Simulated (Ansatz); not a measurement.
# HfN under strain

All numbers below come from Ansatz 0.2.0, DFT PBEsol, scalar-relativistic, plane waves, PAW. Settings: 420 eV cutoff, 18×18×10 k-mesh, Gaussian smearing of 0.10 eV, no spin polarisation.

The relaxed crystal:

```xyz
4
Lattice="3.1277 0.0000 0.0000 -1.5639 2.7087 0.0000 0.0000 0.0000 5.3909" Properties=species:S:1:pos:R:3 pbc="T T T"
Hf    1.5639    0.9029    4.0432
Hf    0.0000    1.8058    1.3477
N     0.0000    0.0000    0.0000
N     0.0000    0.0000    2.6955
```

Deformation: biaxial strain in the a-b plane, with the length and tilt of c and the atoms relaxed, all within the symmetry that the strain leaves. Energies are extrapolated to zero smearing. On this cell's mesh the reference holds a stress of up to 0.13 GPa.

Spin–orbit coupling is left out, which can shift energies with elements as heavy as these.

```csv
strain (%),ΔE (meV/atom),a (Å),b (Å),c (Å)
-6.0,176.1,2.940,2.940,5.585
-4.0,76.4,3.003,3.003,5.510
-2.0,18.3,3.065,3.065,5.447
+0.0,0.0,3.128,3.128,5.391
+2.0,17.9,3.190,3.190,5.345
+4.0,68.9,3.253,3.253,5.308
+6.0,149.8,3.315,3.315,5.278
```

Question: What stiffness (1/V) d²E/dε² at zero strain does a cubic fit over all points give?

Answer: A cubic fit gives (1/V) d²E/dε² = 1270 GPa at zero strain (twice the biaxial modulus).

Question: How does the free axis c answer a small strain?

Answer: Between the innermost points its strain is -0.47 times the applied one.

This form isn't the usual stable structure of the compound.